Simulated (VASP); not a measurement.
HfS2:

```
Hf S
1.0
     3.63966    0.00000    0.00000
    -1.81983    3.15204    0.00000
     0.00000    0.00000    6.05556
Hf S
1 2
Direct
  0.00000 0.00000 0.00000
  0.66667 0.33333 0.76395
  0.33333 0.66667 0.23605
```

The cell is a database's computed one.

- Program: VASP 6.6.1
- Task: relaxation of cell and atoms
- Functional: optB88-vdW
- Potentials or basis: VASP PAW PBE potentials, release 64 (Hf_pv, S)
- Cutoff: 400 eV
- k mesh: 12 × 12 × 6
- Occupations: gaussian, width 0.02 eV
- Spin: no spin polarisation

At the start: pressure 0.8 GPa; volume 23.16 Å³/atom.

Q: How do energy, volume and symmetry change on relaxing?

A: Over 14 steps the energy falls by 4.7 meV/atom and the volume is 22.40 Å³/atom (-3.3 %); space group P-3m1 (No. 164, to 0.05 Å).

The path:
```
step  energy change (eV)  largest force (eV/Å)  pressure (GPa)  volume (Å³)
   1              0.0000                0.2977            0.79        69.47
   2             -0.0001                0.0817           -1.55        70.63
   3             -0.0036                0.1038           -0.41        70.05
   4             -0.0056                0.0804           -0.31        69.69
   5             -0.0082                0.0079            0.03        68.63
   6             -0.0099                0.0043            0.02        68.37
   7             -0.0133                0.0079            0.04        67.58
   8             -0.0107                0.0406            0.19        66.00
   9             -0.0140                0.0073            0.09        67.14
  10             -0.0140                0.0092            0.10        67.05
  11             -0.0141                0.0239           -0.13        67.27
  12             -0.0141                0.0188           -0.06        67.20
  13             -0.0141                0.0064            0.02        67.21
  14             -0.0141                0.0002            0.00        67.21
```

Final structure:
```yaml
crystal:
  lattice:
    - [3.63606, 0.00000, 0.00000]
    - [-1.81803, 3.14892, 0.00000]
    - [0.00000, 0.00000, 5.86969]
  atoms:
    - { symbol: Hf, position: [0.00000, 0.00000, 0.00000] }
    - { symbol: S, position: [0.66667, 0.33333, 0.75285] }
    - { symbol: S, position: [0.33333, 0.66667, 0.24715] }
```

Caveat: the PAW data sets were made with another functional, which shifts forces and pressure a little.
